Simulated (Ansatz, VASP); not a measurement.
# Al2Pt in VASP and in Ansatz

File INCAR:

```
PREC = Accurate ; ENCUT = 520
EDIFF = 1E-7 ; ISMEAR = 0
SIGMA = 0.1 ; LREAL = False
LASPH = True ; NELM = 100
ALGO = Normal ; ISIF = 2
LWAVE = False ; LCHARG = False
GGA = PS ; NBANDS = 15
```

Contents of KPOINTS:

```
regular mesh
0
Gamma
  12 12 12
```

Contents of POSCAR:

```
Al2Pt
1.0
    0.0000000000      3.0060809422      3.0060809422
    3.0060809422      0.0000000000      3.0060809422
    3.0060809422      3.0060809422      0.0000000000
Al Pt
2 1
Direct
    0.2500000000      0.2500000000      0.2500000000
    0.7500000000      0.7500000000      0.7500000000
    0.0000000000      0.0000000000      0.0000000000
```

Input for Ansatz:

```yaml
crystal:
  lattice:
    - [0.0, 3.0060809422, 3.0060809422]
    - [3.0060809422, 0.0, 3.0060809422]
    - [3.0060809422, 3.0060809422, 0.0]
  atoms:
    - { symbol: Al, position: [0.25, 0.25, 0.25] }
    - { symbol: Al, position: [0.75, 0.75, 0.75] }
    - { symbol: Pt, position: [0.0, 0.0, 0.0] }
basis:
  ecutwfc: 420
kpoints:
  mp_grid: { grid: [12, 12, 12] }
hamiltonian:
  xc: pbesol
scf:
  occupations: { method: gaussian, width: 0.1 }
output:
  forces: true
  stress: true
  eigenvalues: true
```

Alike in both runs: task single point; functional PBEsol; k mesh 12 × 12 × 12; occupations gaussian, width 0.1 eV; no spin polarisation.

|  | VASP | Ansatz |
| --- | --- | --- |
| version | VASP 6.6.1 | Ansatz 0.2.0 |
| potentials or method | VASP PAW PBE potentials, release 64 (Al, Pt) | scalar-relativistic, plane waves, PAW |
| plane-wave cutoff (eV) | 520 | 420 |
| valence electrons in the cell | 16 | 24 |

```tsv
	VASP	Ansatz	Ansatz less VASP
gap on the k mesh at the Fermi level (eV)	none	none	-
pressure (GPa)	-7.2	-7.1	+0.08
```

A gap of «none» marks a metal or a gap that the smearing closes. The two sets of potentials don't hold the same shells in valence.

Caveats: the PAW data sets were made with another functional, which shifts forces and pressure a little (VASP). The runs have no spin-orbit coupling, so splittings on Pt are missing.
